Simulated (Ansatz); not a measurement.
TaN — ¹⁴N nuclear quadrupole resonance

Cell: an entry of the Crystallography Open Database (COD), whose atoms a relaxation with PBE at fixed cell left in place.

```cif
data_structure
_symmetry_space_group_name_H-M 'P 1'
_symmetry_Int_Tables_number 1
_cell_length_a 5.1850
_cell_length_b 5.1850
_cell_length_c 2.9080
_cell_angle_alpha 90.000
_cell_angle_beta 90.000
_cell_angle_gamma 120.000
_cell_volume 67.71
loop_
_atom_site_label
_atom_site_type_symbol
_atom_site_fract_x
_atom_site_fract_y
_atom_site_fract_z
_atom_site_occupancy
Ta1 Ta 0.00000 0.00000 0.00000 1
Ta2 Ta 0.33333 0.66667 0.50000 1
Ta3 Ta 0.66667 0.33333 0.50000 1
N4 N 0.50000 0.00000 0.00000 1
N5 N 0.50000 0.50000 0.00000 1
N6 N 0.00000 0.50000 0.00000 1
```

Atoms are numbered from 1 in the order listed; like atoms form one site, named after its first atom.

Computed with Ansatz: DFT, PBE, plane waves and PAW, scalar-relativistic, collinear spin, 420 eV cutoff, Γ-centred 10×10×16 k-points, Fermi–Dirac smearing 0.05 eV. Start moments as typed (μB): 2 on each Ta, none on the rest.

¹⁴N: I = 1, Q = 20.44 mb (year-2017 value). Static lattice, zero field.

Question: The simulated lines lie at 0.581, 0.794, 1.38 MHz. What are |C_Q|, η and |V_zz| at N?

Answer: For I = 1 the lines are ν± = (3/4)|C_Q|(1 ± η/3) and ν₀ = |C_Q|η/2. Here |C_Q| = 1.45 MHz, η = 0.80 and |V_zz| = 2.93 × 10²¹ V/m². The calculation gives V_zz positive; the lines don't show the sign. The site has 4 Ta at 2.09 Å; also 2 Ta at 2.59 Å.

At this cell the PBE pressure is 10 GPa, so with PBE the cell would grow if it were relaxed. The entry's cell may itself be off. The run finds no gap above 0.1 eV (a metal, or nearly one), so the gradients can move by 10 % or more with the k-mesh. Without spin–orbit coupling the gradients at and beside Ta can be off by some per cent, at some sites by more. The start moments die out, and the run ends without spin.
